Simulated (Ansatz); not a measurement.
## Si7Mo: competing structures

These are results of Ansatz, DFT PBE, scalar-relativistic, plane waves, PAW, not measurements. Settings: cutoff 420 eV, Γ-centred meshes spaced at most about 0.3 Å⁻¹, and about 0.25 Å⁻¹ or finer for metals (2π included), Gaussian smearing. Cells run with spin keep no moment; the others have no spin polarisation.

Energies over the elements count from the elements' standard structures at the same level, with no fitted energy shifts.

These are static total energies at zero pressure. Larger cells and other orderings weren't all tried, so the list isn't exhaustive. The k mesh leaves some 4 meV/atom of noise in the energy of each metallic cell.

Invented guesses were relaxed alike, and ends that match in structure were merged. ΔE counts from the first row. Coordination counts Si atoms around Mo (those within 1.25 times the shortest such distance or 1.15 times the sum of covalent radii, 1.27 where that leaves under three). The ends were matched against large subsets of the Crystallography Open Database and the Materials Project, so a missing match doesn't prove that a structure is unreported.

| # | reached from | type and space group | atoms | Å³/atom | coordination | ΔE (meV/atom) | gap on mesh (eV) | in databases |
| --- | --- | --- | --- | --- | --- | --- | --- | --- |
| 1 | a cell proposed by chemical analogy | P4/mmm (No. 123) | 8 | 14.2 | Mo 10 | 0 | 0.00 | no match |
| 2 | random cell | P-6m2 (No. 187) | 8 | 16.0 | Mo 8 | 18 | 0.00 | no match |
| 3 | random cell | C222 (No. 21) | 8 | 15.5 | Mo 8 | 78 | 0.00 | no match |
| 4 | random cell | Amm2 (No. 38) | 8 | 15.9 | Mo 8 | 146 | 0.00 | no match |
| 5 | a cell proposed by chemical analogy | Fm-3m (No. 225) | 8 | 14.0 | Mo 12 | 155 | 0.00 | no match |
| 6 | random cell | P6/mmm (No. 191) | 8 | 15.1 | Mo 12 | 157 | 0.00 | no match |

The lowest: Space group P4/mmm (No. 123), tetragonal, a = 3.284 Å, c = 10.560 Å. Around Si on a site of symmetry 4mm lie 9 Si at 2.59–2.70 Å, 1 Mo at 2.64 Å and 4 Si at 3.28 Å; Si on a second site of symmetry 4mm is surrounded by 5 Si at 2.51–2.59 Å, 4 Si at 2.76 Å, 1 Si at 3.00 Å and 4 Si at 3.28 Å; Si on a third site of symmetry 4mm is surrounded by 2 Si at 2.51–2.55 Å, 4 Mo at 2.65 Å, 4 Si at 2.70 Å and 4 Si at 3.28 Å; Si on a site of symmetry 4/mmm is surrounded by 10 Si at 2.64–2.76 Å and 4 Si at 3.28 Å; around Mo lie 10 Si at 2.64–2.65 Å and 4 Mo at 3.28 Å. Its energy over the elements is +0.18 eV/atom. A positive value: parting into the elements would lower its energy. An observed structure of this formula, if there is one, may be missing.

```
Si Mo
1.0
     3.28384    0.00000    0.00000
     0.00000    3.28384    0.00000
     0.00000    0.00000   10.56022
Si Mo
7 1
Direct
  0.00000 0.00000 0.25046
  0.50000 0.50000 0.35812
  0.00000 0.00000 0.74954
  0.50000 0.50000 0.64188
  0.50000 0.50000 0.87950
  0.50000 0.50000 0.12050
  0.00000 0.00000 0.50000
  0.00000 0.00000 0.00000
```

The second: Space group P-6m2 (No. 187), hexagonal, a = 3.671 Å, c = 10.990 Å. Around Si on a site of symmetry 3m lie 6 Si at 2.49–2.55 Å and 1 Mo at 2.69 Å; Si on a second site of symmetry 3m has 3 Si at 2.49 Å, 3 Mo at 2.53 Å and 1 Si at 2.76 Å; Si on a site of symmetry -6m2 is surrounded by 6 Si at 2.53 Å; Mo is surrounded by 6 Si at 2.53 Å and 2 Si at 2.69 Å; 1 more site not described. Counting Si atoms around Mo, the first has Mo 10 and the second has Mo 8. The first holds Si–Si bonds in all directions (shortest 2.51 Å); the second holds Si–Si nets (shortest 2.49 Å). Cells relaxed within their symmetry can be saddle points.

```cif
data_structure
_symmetry_space_group_name_H-M 'P-6m2'
_symmetry_Int_Tables_number 187
_cell_length_a 3.6711
_cell_length_b 3.6711
_cell_length_c 10.9898
_cell_angle_alpha 90.000
_cell_angle_beta 90.000
_cell_angle_gamma 120.000
_cell_volume 128.27
loop_
_atom_site_label
_atom_site_type_symbol
_atom_site_symmetry_multiplicity
_atom_site_Wyckoff_symbol
_atom_site_fract_x
_atom_site_fract_y
_atom_site_fract_z
_atom_site_occupancy
Si1 Si 2 g 0.00000 0.00000 0.25534 1
Si2 Si 2 h 0.33333 0.66667 0.62577 1
Si3 Si 1 c 0.33333 0.66667 0.00000 1
Si4 Si 2 i 0.66667 0.33333 0.12581 1
Mo1 Mo 1 b 0.00000 0.00000 0.50000 1
```

Some candidate types were left out of the draw beforehand, so a known form may be missing.
